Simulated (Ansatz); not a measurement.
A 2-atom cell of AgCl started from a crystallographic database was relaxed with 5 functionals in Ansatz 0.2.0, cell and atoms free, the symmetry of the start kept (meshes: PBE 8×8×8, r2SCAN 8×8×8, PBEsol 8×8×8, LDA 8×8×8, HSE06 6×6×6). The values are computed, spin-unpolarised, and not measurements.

The HSE06 result:
```cif
data_structure
_symmetry_space_group_name_H-M 'Fm-3m'
_symmetry_Int_Tables_number 225
_cell_length_a 5.6054
_cell_length_b 5.6054
_cell_length_c 5.6054
_cell_angle_alpha 90.000
_cell_angle_beta 90.000
_cell_angle_gamma 90.000
_cell_volume 176.12
loop_
_atom_site_label
_atom_site_type_symbol
_atom_site_symmetry_multiplicity
_atom_site_Wyckoff_symbol
_atom_site_fract_x
_atom_site_fract_y
_atom_site_fract_z
_atom_site_occupancy
Ag1 Ag 4 a 0.00000 0.00000 0.00000 1
Cl1 Cl 4 b 0.50000 0.00000 0.00000 1
```

The symmetry is Fm-3m (No. 225, cubic); conventional cell a = 5.605 Å, 22.02 Å³ an atom. Ag has 6 Cl at 2.80 Å; Cl has 6 Ag at 2.80 Å.

Q: How does the cell change with PBE?

A: a = 5.611 Å; the volume differs by +0.3 % from HSE06's. Ag has 6 Cl at 2.81 Å; Cl has 6 Ag at 2.81 Å.

Q: How does the cell change with r2SCAN?

A: a = 5.546 Å; the volume differs by -3.1 % from HSE06's. Around Ag lie 6 Cl at 2.77 Å; around Cl lie 6 Ag at 2.77 Å.

Q: Held at the r2SCAN cell, what mean stress do LDA and PBE find, and does its sign point to their own minimum?

A: Yes. LDA -5.57 GPa, and its relaxed volume is -10.0 % from r2SCAN's; PBE +1.61 GPa, and its relaxed volume is +3.5 % from r2SCAN's. Compression counts positive, so a positive stress asks for a larger cell.
